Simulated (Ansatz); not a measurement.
## A strain series on MgO (wurtzite): isotropic on every length

MgO built on the wurtzite prototype, relaxed with r2SCAN in Ansatz, then strained (isotropic on every length; changes of length per length, axes as in the cell below) with the atoms relaxed again within the symmetry that is left. It is hexagonal, P6_3mc (No. 186); a = 3.288 Å, c = 5.034 Å in the conventional setting, 11.79 Å³ an atom. Mg is surrounded by 4 O at 1.97–1.99 Å; O is surrounded by 4 Mg at 1.97–1.99 Å. No spin polarisation. The prototype was imposed, so other structures may be more stable.

```xyz
4
Lattice="3.2882 0.0000 0.0000 -1.6441 2.8477 0.0000 0.0000 0.0000 5.0344" Properties=species:S:1:pos:R:3 pbc="T T T"
Mg    0.0000    1.8985   -0.0495
Mg    1.6441    0.9492    2.4677
O     0.0000    1.8985    1.9374
O     1.6441    0.9492    4.4546
```

Gaps are the least over each mesh (PBE 12×12×6, r2SCAN 12×12×6, HSE06 6×6×4 when unstrained) and the special points, which keep their unstrained names; stress is the change from the unstrained cell, compression positive.

```tsv
strain (%)	gap, PBE (eV)	gap, r2SCAN (eV)	gap, HSE06 (eV)	edges, HSE06	mean stress, r2SCAN (GPa)	energy rise, r2SCAN (meV/atom)
-5.0	4.445	5.160	6.137	Γ	+26.44	122.1
0.0	3.556	4.223	5.158	Γ	0.00	0.0
+0.45	3.486	4.147	5.079	Γ	-1.66	0.8
+2.5	3.176	3.820	4.735	Γ	-8.05	24.1
+3.0	3.105	3.745	4.655	Γ	-9.36	34.3
```

Between zero and the nearest strains the slope of the HSE06 gap against strain is -0.196 eV per percent for negative and -0.176 for positive strain.

The meshes of the hybrids are coarse, so their gaps aren't converged to the digits shown.
